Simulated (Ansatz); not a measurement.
## Thickness series of a CoSi2/ZnS/CoSi2 junction

Wanted: T(E), the conductance and its decay constant for CoSi2/ZnS/CoSi2. Both electrodes are CoSi2 fluorite(111); the barrier is ZnS wurtzite(0001) (whole bilayers). In the first transport cell, after relaxation, the nearest pair of electrode and barrier is Si–S at 2.33 Å, along the normal, at the lower face and Si–Zn at 2.50 Å, along the normal, at the upper one. All share a net of side 3.79 Å, which strains the lower electrode by +0.0 % and the barrier by -1.6 %, against typed lattice constants near PBE's. The first steps treat the bulk electrodes alone.

Main program and level: Ansatz 0.2.0; PBE DFT, plane waves, PAW files, in the first sound run; inputs show where later runs differ.

### 1. The structure

The structure is cubic, space group Fm-3m (No. 225). Conventional cell: a = 5.360 Å, b = 5.360 Å, c = 5.360 Å, α = 90.00°, β = 90.00°, γ = 90.00°. Nearest to Si lie 4 Co at 2.32 Å. Nearest to Co lie 8 Si at 2.32 Å. Farther neighbours are not listed.

### 2. Layer spacing of the electrode

The electrode is held to the junction's net and relaxed along the normal; its spacing is used for the ideal lead layers.

input.yaml

```yaml
crystal:
  lattice:
    - [3.79, 0.0, 0.0]
    - [-1.895, 3.2822362803, 0.0]
    - [0.0, 0.0, 9.283950671]
  atoms:
    - { symbol: Si, position: [0.0, 0.0, 0.0] }
    - { symbol: Co, position: [0.3333333333, 0.6666666667, 0.0833333333] }
    - { symbol: Si, position: [0.6666666667, 0.3333333333, 0.1666666667] }
    - { symbol: Si, position: [0.3333333333, 0.6666666667, 0.3333333333] }
    - { symbol: Co, position: [0.6666666667, 0.3333333333, 0.4166666667] }
    - { symbol: Si, position: [0.0, 0.0, 0.5] }
    - { symbol: Si, position: [0.6666666667, 0.3333333333, 0.6666666667] }
    - { symbol: Co, position: [0.0, 0.0, 0.75] }
    - { symbol: Si, position: [0.3333333333, 0.6666666667, 0.8333333333] }
kpoints:
  mp_grid: { grid: [12, 12, 3] }
scf:
  occupations: { method: fermi_dirac, width: 0.1 }
  max_iter: 150
hamiltonian:
  xc: pbe
relax:
  f_tol: 0.01
  max_steps: 40
  cell: { fix: [a, b, angles] }
```

Started as:

```bash
ansatz run input.yaml --threads 8 --pin off --max-ram 24576MiB --backend cpu --events-out ev --progress --plain --runs-dir out
```

Numbers of over 12 decimals in the logs are rounded to 6 here.

The program printed:

```text
Engine: ansatz 0.2.0, aarch64-unknown-linux-gnu
Pseudopotentials: kind: paw
Pseudopotential: Si, paw, valence charge 4, recommended cutoff 420 eV (normal), Si.paw.azcp
Pseudopotential: Co, paw, valence charge 17, recommended cutoff 420 eV (normal), Co.paw.azcp
Functional definition: PBE
  parameter kappa = 0.804
  parameter beta = 0.066725
  exchange = pbe_x(kappa = kappa, mu = beta*pi^2/3)
  correlation = pbe_c(beta = beta)
Crystal: 9 atoms, lattice volume = 115.489 Å³
Basis set: ecut = 420 eV, 2263 PW (Γ), exchange–correlation on 54×54×128 points (8 copies of the dense FFT grid, shifted against one another)
Bands: 47, of which v1, the nominal top of the filled ones, is band 38 counted from 1 (37 counted from 0)
Symmetry: 36 space group operations
Space group: R-3m (ITA 166), of the structure as read, at distance tolerance 4.9e-5 Å
k-points: 50 of 432
Non-local potential: Si, projectors of the file, l = 0: 2, l = 1: 2, l = 2: 2
Non-local potential: Co, projectors of the file, l = 0: 3, l = 1: 2, l = 2: 3, l = 3: 1
PAW form: soft (Blöchl's): semilocal exchange-correlation on the pseudo side does not see the compensation charge
PAW one-centre angular grid: Si, 110 points (default); XC on 64 Gauss nodes
PAW one-centre angular grid: Co, 590 points (default); XC on 64 Gauss nodes
Initial density: superposition of atomic densities (neutral atoms: chi_scale 0, normalization atom), corrected by the library's trained network
Initial wavefunctions: pseudopotential atomic-orbital guess
Functional: x = pbe(κ = 0.804, μ = 0.219515), c = pbe(β = 0.066725)
SCF iter   1: F=—  HF=-19197.599378 eV  |F-HF|=—  |Δ(HF+E_count)|=         —  Δρ=5.15e-3  dr2=3.22e-2  ethr=1.77e-3  ⟨swp⟩=7.3  Hψ=9894  notcnv=0  defer=4
preconditioner: auto → Kerker (q_TF=auto, 2.539 Å⁻¹)  [metal: Δε(μ)=0.034 eV  Ē_g=7.159 eV  σ=0.100 eV  W_gap=0.08  n_scr=36 (ndim 8)  ℏωp=24.7 eV  f_vac=0.003  D(μ)=2.88/eV (n_scr^D=24)]
SCF iter   2: F=—  HF=-19197.598572 eV  |F-HF|=—  |Δ(HF+E_count)|=   8.06e-4  Δρ=3.69e-3  dr2=1.83e-2  ethr=4.30e-5  ⟨swp⟩=1.9  Hψ=3301  notcnv=0  defer=8
SCF iter   3: F=—  HF=-19197.599637 eV  |F-HF|=—  |Δ(HF+E_count)|=   1.06e-3  Δρ=4.97e-3  dr2=1.87e-2  ethr=2.44e-5  ⟨swp⟩=2.0  Hψ=3287  notcnv=0  defer=10
SCF iter   4: F=—  HF=-19197.598288 eV  |F-HF|=—  |Δ(HF+E_count)|=   1.35e-3  Δρ=2.17e-3  dr2=3.88e-3  ethr=2.44e-5  ⟨swp⟩=1.0  Hψ=2295  notcnv=0  defer=10
SCF iter   5: F=—  HF=-19197.598068 eV  |F-HF|=—  |Δ(HF+E_count)|=   2.21e-4  Δρ=9.77e-4  dr2=7.74e-4  ethr=5.17e-6  ⟨swp⟩=1.0  Hψ=2295  notcnv=0  defer=10
SCF iter   6: F=—  HF=-19197.598020 eV  |F-HF|=—  |Δ(HF+E_count)|=   4.76e-5  Δρ=1.71e-4  dr2=2.51e-5  ethr=1.03e-6  ⟨swp⟩=1.9  Hψ=2645  notcnv=0  defer=10
SCF iter   7: F=—  HF=-19197.597964 eV  |F-HF|=—  |Δ(HF+E_count)|=   5.62e-5  Δρ=5.15e-5  dr2=2.43e-6  ethr=3.35e-8  ⟨swp⟩=2.1  Hψ=3270  notcnv=0  defer=10
SCF iter   8: F=-19197.597964 eV  HF=-19197.597964 eV  |F-HF|=5.96e-8  |Δ(HF+E_count)|=   5.16e-8  Δρ=9.22e-6  dr2=6.69e-8  ethr=1.33e-10  ⟨swp⟩=3.4  Hψ=9926  notcnv=0
SCF 1 converged in 8 iterations: F = -19197.597964 eV  dr2 = 6.69e-8
  greatest PAW one-centre occupation: 1.000 electrons in one spin orbital (limit 2), on the Co atom at site 7 (counted from 0), in its partial waves of l = 0
relax step   1: F+E_penalty+E_count = -19197.59796372 eV  Δ(F+E_penalty+E_count) = +0.000e0 eV  max|allowed force component| = 1.347e-2 eV/Å  Δτ_max = 0.0000 Å  P = +0.036 GPa  Ω = 115.489 Å³  fix = [a, b, alpha, beta, gamma]  reactions: a +0.157, b +0.157 GPa  (8 SCF iters, dr2 threshold 1.00e-7 eV, accepted)
Crystal: 9 atoms, lattice volume = 115.427 Å³
Initial density: handed on by an earlier stage of this run
Initial wavefunctions: those handed on with the density
iter 1 solved again at ethr=5.57e-9 eV; its pass at ethr=3.10e-3 eV (dr2=4.18e-6 eV) is discarded
SCF iter   1: F=—  HF=-19197.598145 eV  |F-HF|=—  |Δ(HF+E_count)|=         —  Δρ=9.09e-5  dr2=4.54e-6  ethr=5.57e-9  ⟨swp⟩=3.4  Hψ=11550  notcnv=0
preconditioner: auto → Kerker (q_TF=auto, 2.539 Å⁻¹)  [metal: Δε(μ)=0.028 eV  Ē_g=7.172 eV  σ=0.100 eV  W_gap=0.07  n_scr=36 (ndim 8)  ℏωp=24.7 eV  f_vac=0.000  D(μ)=2.85/eV (n_scr^D=24)]
SCF iter   2: F=—  HF=-19197.598101 eV  |F-HF|=—  |Δ(HF+E_count)|=   4.45e-5  Δρ=4.98e-5  dr2=1.94e-6  ethr=5.57e-9  ⟨swp⟩=1.0  Hψ=2352  notcnv=0
SCF iter   3: F=—  HF=-19197.598100 eV  |F-HF|=—  |Δ(HF+E_count)|=   1.56e-7  Δρ=1.17e-5  dr2=2.02e-7  ethr=2.58e-9  ⟨swp⟩=1.2  Hψ=2604  notcnv=0
iter 4 did not close the SCF: its close was put off for the readings that it lacked (scf_convergence_deferred on its scf_iter line)
SCF iter   4: F=-19197.598100 eV  HF=-19197.598100 eV  |F-HF|=1.69e-8  |Δ(HF+E_count)|=   5.14e-9  Δρ=5.12e-6  dr2=3.76e-8  ethr=2.70e-10  ⟨swp⟩=2.2  Hψ=3470  notcnv=0
iter 5 did not close the SCF: its close was put off for the readings that it lacked (scf_convergence_deferred on its scf_iter line)
SCF iter   5: F=-19197.598100 eV  HF=-19197.598100 eV  |F-HF|=2.38e-9  |Δ(HF+E_count)|=   7.24e-9  Δρ=3.14e-6  dr2=9.49e-9  ethr=5.01e-11  ⟨swp⟩=2.0  Hψ=3325  notcnv=0
SCF iter   6: F=-19197.598100 eV  HF=-19197.598100 eV  |F-HF|=1.06e-10  |Δ(HF+E_count)|=   1.96e-9  Δρ=8.88e-7  dr2=6.34e-10  ethr=1.27e-11  ⟨swp⟩=2.0  Hψ=6814  notcnv=0
SCF 2 converged in 6 iterations: F = -19197.598100 eV  dr2 = 6.34e-10
relax step   2: F+E_penalty+E_count = -19197.59810049 eV  Δ(F+E_penalty+E_count) = -1.368e-4 eV  max|allowed force component| = 9.292e-3 eV/Å  Δτ_max = 0.0008 Å  P = +0.133 GPa  Ω = 115.427 Å³  energy of the carried Pulay correction = +2.742e-5 eV  fix = [a, b, alpha, beta, gamma]  reactions: a +0.232, b +0.232 GPa  (6 SCF iters, dr2 threshold 1.07e-7 eV, accepted)
Crystal: 9 atoms, lattice volume = 115.377 Å³
iter 1 solved again at ethr=8.70e-9 eV; its pass at ethr=3.10e-3 eV (dr2=6.53e-6 eV) is discarded
SCF iter   1: F=—  HF=-19197.598209 eV  |F-HF|=—  |Δ(HF+E_count)|=         —  Δρ=9.63e-5  dr2=6.53e-6  ethr=8.70e-9  ⟨swp⟩=2.7  Hψ=10449  notcnv=0
preconditioner: auto → Kerker (q_TF=auto, 2.539 Å⁻¹)  [metal: Δε(μ)=0.030 eV  Ē_g=7.175 eV  σ=0.100 eV  W_gap=0.07  n_scr=36 (ndim 8)  ℏωp=24.7 eV  f_vac=0.000  D(μ)=2.85/eV (n_scr^D=24)]
SCF iter   2: F=—  HF=-19197.598164 eV  |F-HF|=—  |Δ(HF+E_count)|=   4.49e-5  Δρ=5.52e-5  dr2=2.76e-6  ethr=8.70e-9  ⟨swp⟩=1.0  Hψ=2350  notcnv=0
SCF iter   3: F=—  HF=-19197.598164 eV  |F-HF|=—  |Δ(HF+E_count)|=   3.83e-7  Δρ=1.19e-5  dr2=1.50e-7  ethr=3.68e-9  ⟨swp⟩=2.3  Hψ=3394  notcnv=0
SCF iter   4: F=—  HF=-19197.598164 eV  |F-HF|=—  |Δ(HF+E_count)|=   1.11e-8  Δρ=4.20e-6  dr2=2.94e-8  ethr=2.00e-10  ⟨swp⟩=2.1  Hψ=3562  notcnv=0
iter 5 did not close the SCF: its close was put off for the readings that it lacked (scf_convergence_deferred on its scf_iter line)
SCF iter   5: F=-19197.598164 eV  HF=-19197.598164 eV  |F-HF|=6.04e-10  |Δ(HF+E_count)|=   7.20e-9  Δρ=2.64e-6  dr2=7.13e-9  ethr=3.92e-11  ⟨swp⟩=2.0  Hψ=3267  notcnv=0
SCF iter   6: F=-19197.598164 eV  HF=-19197.598164 eV  |F-HF|=5.46e-11  |Δ(HF+E_count)|=   1.90e-9  Δρ=7.37e-7  dr2=6.00e-10  ethr=9.51e-12  ⟨swp⟩=2.5  Hψ=7713  notcnv=0
SCF 3 converged in 6 iterations: F = -19197.598164 eV  dr2 = 6.00e-10
relax step   3: F+E_penalty+E_count = -19197.59816392 eV  Δ(F+E_penalty+E_count) = -6.342e-5 eV  max|allowed force component| = 1.408e-3 eV/Å  Δτ_max = 0.0011 Å  P = +0.211 GPa  Ω = 115.377 Å³  energy of the carried Pulay correction = +4.952e-5 eV  fix = [a, b, alpha, beta, gamma]  reactions: a +0.308, b +0.308 GPa  (6 SCF iters, dr2 threshold 1.05e-8 eV, accepted)
Initial wavefunctions: pseudopotential atomic-orbital guess (no wavefunctions were taken with the density)
iter 1 solved again at ethr=4.36e-6 eV; its pass at ethr=3.10e-3 eV (dr2=3.27e-3 eV) is discarded
SCF iter   1: F=—  HF=-19197.598165 eV  |F-HF|=—  |Δ(HF+E_count)|=         —  Δρ=4.39e-6  dr2=3.94e-9  ethr=4.36e-6  ⟨swp⟩=2.9  Hψ=14703  notcnv=0
eigensolver tolerance schedule: the retry pair's looser diagonalisation over-reported the residual by 828776.86 of it (diagonalisation noise at an unbounded share of the residual, at the tolerance the schedule requests for it); recorded, not acted on — ethr = c·dr2/N_el stays at c = 1.0e-1
preconditioner: auto → Kerker (q_TF=auto, 2.539 Å⁻¹)  [metal: Δε(μ)=0.029 eV  Ē_g=7.175 eV  σ=0.100 eV  W_gap=0.07  n_scr=36 (ndim 8)  ℏωp=24.7 eV  f_vac=0.000  D(μ)=2.85/eV (n_scr^D=24)]
SCF iter   2: F=—  HF=-19197.598124 eV  |F-HF|=—  |Δ(HF+E_count)|=   4.08e-5  Δρ=1.80e-6  dr2=1.77e-9  ethr=5.26e-12  ⟨swp⟩=4.0  Hψ=6976  notcnv=0
SCF iter   3: F=—  HF=-19197.598124 eV  |F-HF|=—  |Δ(HF+E_count)|=  5.82e-11  Δρ=7.95e-7  dr2=6.14e-10  ethr=2.36e-12  ⟨swp⟩=1.8  Hψ=3859  notcnv=0
SCF iter   4: F=—  HF=-19197.598124 eV  |F-HF|=—  |Δ(HF+E_count)|=  6.18e-11  Δρ=4.36e-7  dr2=1.40e-10  ethr=1.00e-12  ⟨swp⟩=2.4  Hψ=3418  notcnv=0
iter 5 did not close the SCF: its close was put off for the readings that it lacked (scf_convergence_deferred on its scf_iter line)
SCF iter   5: F=-19197.598124 eV  HF=-19197.598124 eV  |F-HF|=1.46e-11  |Δ(HF+E_count)|=  1.46e-11  Δρ=1.54e-7  dr2=3.41e-11  ethr=1.00e-12  ⟨swp⟩=1.0  Hψ=2350  notcnv=0
iter 6 did not close the SCF: its close was put off for the readings that it lacked (scf_convergence_deferred on its scf_iter line)
SCF iter   6: F=-19197.598124 eV  HF=-19197.598124 eV  |F-HF|=3.64e-12  |Δ(HF+E_count)|=  1.09e-11  Δρ=1.02e-7  dr2=8.68e-12  ethr=1.00e-12  ⟨swp⟩=1.0  Hψ=2350  notcnv=0
iter 7 did not close the SCF: its close was put off for the readings that it lacked (scf_convergence_deferred on its scf_iter line)
SCF iter   7: F=-19197.598124 eV  HF=-19197.598124 eV  |F-HF|=3.64e-12  |Δ(HF+E_count)|=  3.64e-12  Δρ=3.74e-8  dr2=1.29e-12  ethr=1.00e-12  ⟨swp⟩=1.0  Hψ=2350  notcnv=0
iter 8 did not close the SCF: its close was put off for the readings that it lacked (scf_convergence_deferred on its scf_iter line)
SCF iter   8: F=-19197.598124 eV  HF=-19197.598124 eV  |F-HF|=3.64e-12  |Δ(HF+E_count)|=    0.00e0  Δρ=1.36e-8  dr2=1.53e-13  ethr=1.00e-12  ⟨swp⟩=1.0  Hψ=2350  notcnv=0
SCF iter   9: F=-19197.598124 eV  HF=-19197.598124 eV  |F-HF|=3.64e-12  |Δ(HF+E_count)|=  3.64e-12  Δρ=3.96e-9  dr2=1.20e-14  ethr=1.00e-12  ⟨swp⟩=1.0  Hψ=4900  notcnv=0
SCF 4 converged in 9 iterations: F = -19197.598124 eV  dr2 = 1.20e-14
relax step   4: F+E_penalty+E_count = -19197.59812448 eV  Δ(F+E_penalty+E_count) = +3.944e-5 eV  max|allowed force component| = 1.412e-3 eV/Å  Δτ_max = 0.0000 Å  P = +0.211 GPa  Ω = 115.377 Å³  fix = [a, b, alpha, beta, gamma]  reactions: a +0.308, b +0.308 GPa  stress off target by 1.65e-2 GPa on what of the cell is left free  SCF on the basis re-selected at this cell (its energy is not comparable with the rows above)  (9 SCF iters)
basis re-selected at this cell: Δ(F+E_penalty+E_count) = +3.944e-5 eV, ΔP = -0.001 GPa vs the last step (what re-selecting the basis moved, of the pressure what is left beyond the Pulay correction that the steps carried, after the strain that the cell walked since its last selection, with what the two solves' SCF thresholds leave and, on support functions, any second-order correction that the steps lacked; it is no m [...]
SCF converged after 9 iterations
Free energy (F): -19197.598124 eV
Harris-Foulkes:  -19197.598124 eV  (|F-HF|=3.64e-12)
Internal energy: -19197.500720 eV  (E = F + TS)
E sigma→0 (E₀):  -19197.549422 eV
Entropy (-TS):   -0.097404 eV (-10.823 meV/atom)
Fermi energy:    12.858933 eV
--- Per-component energies (eV) ---
  E_band       = -853.648271
  E_kinetic    = 1642.316528
  E_local      = -12292.666004  (includes V_loc(G=0)·N_el)
  E_nonlocal   = 1503.684764
  E_hartree    = 5348.254331
  E_xc         = -822.203583
  E_vxc        = -915.638006  (∫ρ·V_xc dr)
  E_paw        = -7624.287515  (= ΣΔE_a)
  E_vpaw       = -1487.854681  (= ΣTr[D̂ρ^β])
  E_aug_tail   = 0.000468  (compensation charges beyond the density's cutoff)
  E_ewald      = -6952.599710
  E_smearing   = -0.097404  (= −TS)
  E_closure    = 0.000000  (closes the sum)
  Σ components = -19197.598124   (vs F -19197.598124, Δ=0.00e0)
--- Forces (eV/Å), atoms counted from 1 ---
  atom   1  Si    -0.00000000     0.00000000     0.00141229
  atom   2  Co    -0.00000000     0.00000000     0.00000000
  atom   3  Si     0.00000000    -0.00000000    -0.00141229
  atom   4  Si     0.00000000     0.00000000     0.00141229
  atom   5  Co     0.00000000     0.00000000    -0.00000000
  atom   6  Si    -0.00000000    -0.00000000    -0.00141229
  atom   7  Si     0.00000000     0.00000000     0.00141229
  atom   8  Co     0.00000000    -0.00000000     0.00000000
  atom   9  Si    -0.00000000    -0.00000000    -0.00141229
  max |Σ_I F_I| component: 4.93e-17 eV/Å
--- Stress (GPa, compression-positive) ---
        0.307721      -0.000000       0.000000
       -0.000000       0.307721       0.000000
        0.000000       0.000000       0.016478
  P = ⅓ Tr σ = 0.2106 GPa (2.106 kbar)
--- Relaxed structure (3 steps of the walk, 3 accepted, 1 SCFs on fresh bases) ---
  F+E_penalty+E_count = -19197.59812448 eV   max|allowed force component| = 1.412e-3 eV/Å   (the final SCF, on the basis selected at the relaxed cell)
  cell:  # Å, volume = 115.3769 Å³
    - [3.790000, 0, 0]
    - [-1.895000, 3.282236, 0]
    - [0, 0, 9.274914]
  atoms:
    - { symbol: Si, position: [0, 0, 0.000203458] }
    - { symbol: Co, position: [0.333333, 0.666667, 0.083333] }
    - { symbol: Si, position: [0.666667, 0.333333, 0.166463] }
    - { symbol: Si, position: [0.333333, 0.666667, 0.333537] }
    - { symbol: Co, position: [0.666667, 0.333333, 0.416667] }
    - { symbol: Si, position: [0, 0, 0.499797] }
    - { symbol: Si, position: [0.666667, 0.333333, 0.666870] }
    - { symbol: Co, position: [0, 0, 0.750000] }
    - { symbol: Si, position: [0.333333, 0.666667, 0.833130] }
```

Elapsed: 7.7 s, on 8 threads of Arm Neoverse V2, shared host; peak memory 0.72 GiB.

This run has no spin polarisation, although Co can carry a moment.

Little changed from the start: no atom moved by 0.005 Å and no cell edge by 0.1 %.

Numbers from this step:

* free energy: -19197.5981 eV
* Fermi energy: 12.86 eV
* pressure: 0.2106 GPa

(Continued in part 2 of 5.)

[Logs are printed without paths, hosts, clocks, repeated set-up lines and the standing remarks that a program may print on its own settings, such as how far it seeks lower states.]

[Hosts, paths, dates, database ids (printed as entryN), source tags and the programs' standing remarks are cut or masked in the printed files.]
